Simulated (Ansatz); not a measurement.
Crystal: Ti.

```xyz
2
Lattice="2.9500 0.0000 0.0000 -1.4750 2.5548 0.0000 0.0000 0.0000 4.6800" Properties=species:S:1:pos:R:3 pbc="T T T"
Ti    1.4750    0.8516    3.5100
Ti    0.0000    1.7032    1.1700
```

- Program: Ansatz 0.2.0
- Task: relaxation of cell and atoms
- Functional: PBEsol
- Dispersion: D3(BJ)
- Potentials or basis: all-electron LAPW, scalar-relativistic
- Basis error allowed: 0.001 eV/atom
- k mesh: 10 × 10 × 6
- Occupations: fermi-dirac, width 0.05 eV
- Spin: no spin polarisation

At the start: volume 17.64 Å³/atom.

How do energy, volume and symmetry change on relaxing?

Over 6 steps the energy falls by 66.0 meV/atom and the volume is 15.88 Å³/atom (-9.9 %); space group P6_3/mmc (No. 194, to 0.05 Å).

The path:
```csv
step,energy change (eV),largest force (eV/Å),volume (Å³)
1,0.0000,0.0000,35.27
2,-0.1073,0.0000,30.41
3,-0.1315,0.0000,31.94
4,-0.1320,0.0000,31.78
5,-0.1320,0.0000,31.76
6,-0.1320,0.0000,31.76
```

Final structure:
```xyz
2
Lattice="2.8532 0.0000 0.0000 -1.4266 2.4710 0.0000 0.0000 0.0000 4.5051" Properties=species:S:1:pos:R:3 pbc="T T T"
Ti    1.4266    0.8237    3.3789
Ti    0.0000    1.6473    1.1263
```
